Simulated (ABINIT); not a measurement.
Crystal: TiPt3.

```
Pt Ti
1.0
     3.89700    0.00000    0.00000
     0.00000    3.89700    0.00000
     0.00000    0.00000    3.89700
Pt Ti
3 1
Cartesian
  1.9485 1.9485 0.0000
  1.9485 0.0000 1.9485
  0.0000 1.9485 1.9485
  0.0000 0.0000 0.0000
```

```yaml
Program: ABINIT 10.8.3 (patched build)
Task: single point
Functional: PBE
Potentials_or_basis: JTH PAW PBE v2.0
Cutoff: 435 eV
k_mesh: 7 × 7 × 7
Occupations: fermi-dirac, width 0.05 eV
Spin: no spin polarisation
```

On this cell: pressure 10.6 GPa; largest force zero by symmetry; band gap on the k mesh none (metal or under the smearing width).

The same run follows on a disturbed copy (atoms moved at random, drawn with an rms of 0.05 Å):

```
Pt Ti
1.0
     3.89700    0.00000    0.00000
     0.00000    3.89700    0.00000
     0.00000    0.00000    3.89700
Pt Ti
3 1
Cartesian
  1.9224 1.9312 0.0416
  1.9634 -0.0300 1.8968
  0.0332 1.9863 1.9836
  -0.0507 0.0207 0.0175
```

Problem. What does the disturbed cell give?

Solution. The energy (extrapolated to zero smearing) moves by +20.3 meV/atom; pressure 11.6 GPa; largest force 1.090 eV/Å; band gap on the k mesh none (metal or under the smearing width).

Forces in eV/Å, atoms in the order of the input:
```
Pt   0.382 -0.051 -0.808
Pt   0.017  0.675  0.856
Pt  -0.675 -0.538  0.055
Ti   0.276 -0.085 -0.103
```

Stress tensor (GPa, compression positive):
```
11.41  0.07 -0.22
 0.07 11.82  0.06
-0.22  0.06 11.72
```
